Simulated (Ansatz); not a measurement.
I need a scan of the Hubbard U of IrO2, space group P4_2/mnm. Use the Python package of Ansatz (0.2.0). Use (first run): PBE, PAW, the default cutoff (420 eV here), 6×6×8 k-points, Fermi-Dirac smearing of 0.1 eV.

```yaml
crystal:
  lattice:
    - [4.50510, 0.00000, 0.00000]
    - [0.00000, 4.50510, 0.00000]
    - [0.00000, 0.00000, 3.15860]
  atoms:
    - { symbol: Ir, position: [0.00000, 0.00000, 0.00000] }
    - { symbol: Ir, position: [0.50000, 0.50000, 0.50000] }
    - { symbol: O, position: [0.30770, 0.30770, 0.00000] }
    - { symbol: O, position: [0.19230, 0.80770, 0.50000] }
    - { symbol: O, position: [0.69230, 0.69230, 0.00000] }
    - { symbol: O, position: [0.80770, 0.19230, 0.50000] }
```

The script, `run_plus_u.py`:
```python
import ansatz as az
import numpy as np


def count_gap(report):
    # lowest empty less highest filled band, counting bands; zero where they overlap
    return max(report.get("gap_by_band_count_ev") or 0.0, 0.0)

lattice = az.Lattice.of(
    (4.5051, 0.0, 0.0),
    (0.0, 4.5051, 0.0),
    (0.0, 0.0, 3.1586),
)
sites = [
    ("Ir", (0.0, 0.0, 0.0)),
    ("Ir", (0.5, 0.5, 0.5)),
    ("O", (0.3077, 0.3077, 0.0)),
    ("O", (0.1923, 0.8077, 0.5)),
    ("O", (0.6923, 0.6923, 0.0)),
    ("O", (0.8077, 0.1923, 0.5)),
]
cell = az.Crystal(lattice=lattice)
for symbol, position in sites:
    cell = cell.atom(symbol, position)

setup = (
    cell.calculation()
    .functional("PBE")
    .kpoints(6, 6, 8, center="gamma")
    .occupations("Fermi-Dirac")
    .scf(tolerance=1e-10)
    .band_table()
)
rows = []
for u in [0.0, 2.0, 4.0, 6.0]:
    report = setup.hubbard("Ir", "d", u_eff=u).run(threads=1).report
    shell = report["hubbard"]["n_scf"]
    rows.append((u, count_gap(report), sum(shell) / len(shell), report["n_iterations"]))
print("      U_eff eV  gap by band count eV  Ir d occupation (projector)      iterations")
for row in rows:
    print(f"{str(row[0]):>14s}  {row[1]:20.3f}  {row[2]:27.4f}  {row[3]:14d}")
```

```console
$ python run_plus_u.py
DeckWarning: basis.ecutwfc = 420 eV, auto-derived from the records' recommended cutoffs: set by Ir (normal level)
      U_eff eV  gap by band count eV  Ir d occupation (projector)      iterations
           0.0                 0.000                       7.0695              11
           2.0                 0.000                       7.0874              11
           4.0                 0.000                       7.1015              11
           6.0                 0.000                       7.1116              11
```
(Warnings from the package without file and line.)

Reading the output:
- No spin polarisation was allowed.
- For a metal this k-point mesh is coarse: on a finer one energies can move by several to tens of meV an atom and pressures by half a GPa or more, differences at one mesh by less.
- A gap by band count of zero or less means overlapping bands, a metal.
- A Hubbard U without spin forces both spins into the same orbitals, which can open a gap or pick a state that a spin-polarised run wouldn't.
- The structure is a deposited one; some such entries were measured under pressure or heat, so a shift against it needn't be the functional's error alone.
- Gaps and levels are Kohn-Sham values on a finite set of k-points, without spin-orbit coupling.
- Shell occupations and the effect of U depend on the projectors; a run with no .spin step is spin-unpolarised, and each U may end in a state that isn't the lowest.
- Run time: 24 s on 1 thread of Arm Neoverse V2, on a shared host, peak memory 0.46 GiB.
